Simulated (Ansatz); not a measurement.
AlSb (zinc blende)

```xyz
2
Lattice="0.0000 3.0886 3.0886 3.0886 0.0000 3.0886 3.0886 3.0886 0.0000" Properties=species:S:1:pos:R:3 pbc="T T T"
Sb     1.5443     1.5443     1.5443
Al     0.0000     0.0000     0.0000
```

Equation-of-state scan: isotropic scaling of the cell above, V₀ being its volume. Symmetry pins the atoms to their sites.

The numbers are results of r2SCAN (plane waves to 500 eV, PAW, scalar-relativistic; Ansatz, a first-principles code), not measurements. k mesh 14×14×14 (Γ-centred), Fermi-Dirac smearing 0.05 eV. E stands for the smeared free energy. AlSb was relaxed with its symmetry unable to fall. Spin-orbit coupling is left out, though Sb is heavy. ΔE is measured from the relaxed starting cell.

| V (Å³/atom) | ΔE (meV/atom) |
|---|---|
| 24.751 | 178.2 |
| 25.693 | 106.9 |
| 26.636 | 56.5 |
| 27.579 | 23.6 |
| 28.522 | 5.6 |
| 29.465 | 0.0 |
| 30.408 | 4.9 |
| 31.351 | 18.7 |
| 32.294 | 39.9 |
| 33.236 | 67.4 |
| 34.179 | 100.0 |

Task: What is the fitted pressure derivative B₀′?

Result: 4.3.

Task: What bulk modulus B₀ follows from a third-order Birch-Murnaghan fit?

Result: 55.4 GPa. Check by three points about V = 29.465 Å³/atom, step 0.943: d²E/dV² ≈ (5.6 − 2·0.0 + 4.9) meV / 0.943² = 0.0118 eV/Å⁶, and V·d²E/dV² × 160.2 = 55.8 GPa.

(A scan under strain: stresses follow from slopes of the energy per volume, elastic moduli from its curvatures.)
